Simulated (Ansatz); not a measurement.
# KBr: the cost of one run

Method: DFT r2SCAN, scalar-relativistic, plane waves, PAW, in Ansatz 0.2.0.

The COD entry's cell or inner coordinates are ideal or old and differ from later refinements, so a difference from it is no clean test against experiment.

### 1 The starting structure

The structure is cubic, space group Fm-3m (No. 225). The conventional cell has a = 6.585 Å, b = 6.585 Å, c = 6.585 Å, α = 90.00°, β = 90.00°, γ = 90.00°. K (site symmetry m-3m) has 6 Br at 3.29 Å in its first shell of neighbours. Br (site symmetry m-3m) is surrounded by 6 K at 3.29 Å.

Structure file:

```
K Br
1.0
     0.00000    3.29250    3.29250
     3.29250    0.00000    3.29250
     3.29250    3.29250    0.00000
K Br
1 1
Direct
  0.00000 0.00000 0.00000
  0.50000 0.50000 0.50000
```

No relaxation comes first: the listed cell is the starting point.

### 2 Zero of energy

The reference gives a free energy of -4339.3128 eV, pressure 0.18 GPa, largest force 0.000 eV/Å and gap on the mesh 5.10 eV. It was computed beforehand with the settings of the runs below.

### 3 Next: a trigonal deformation path

At fixed volume and fractional coordinates, lengths along (0.577, 0.577, 0.577) are scaled against those across it; ρ is that ratio over its starting value.

### 4 Point ρ = 0.500

Contents of input.yaml:

```yaml
crystal:
  lattice:
    - [-1.3827633523, 2.7655267045, 2.7655267045]
    - [2.7655267045, -1.3827633523, 2.7655267045]
    - [2.7655267045, 2.7655267045, -1.3827633523]
  atoms:
    - { symbol: K, position: [0.0, 0.0, 0.0] }
    - { symbol: Br, position: [0.5, 0.5, 0.5] }
basis:
  ecutwfc: 500
kpoints:
  mp_grid: { grid: [8, 8, 8] }
hamiltonian:
  xc: r2scan
scf:
  occupations: { method: gaussian, width: 0.05 }
output:
  forces: true
  stress: true
  eigenvalues: true
  write_density: true
  write_potential: true
  elf: true
  volumetric_format: npy
```

Launch:

```sh
$ ansatz run input.yaml --threads 1 --pin off --max-ram 2560MiB --backend cpu --events-out ev --progress --plain --runs-dir out
```

What time and memory should one allow on 1 thread of Arm Neoverse N1, shared host?

About 9.8 s, with a peak of 0.45 GiB.
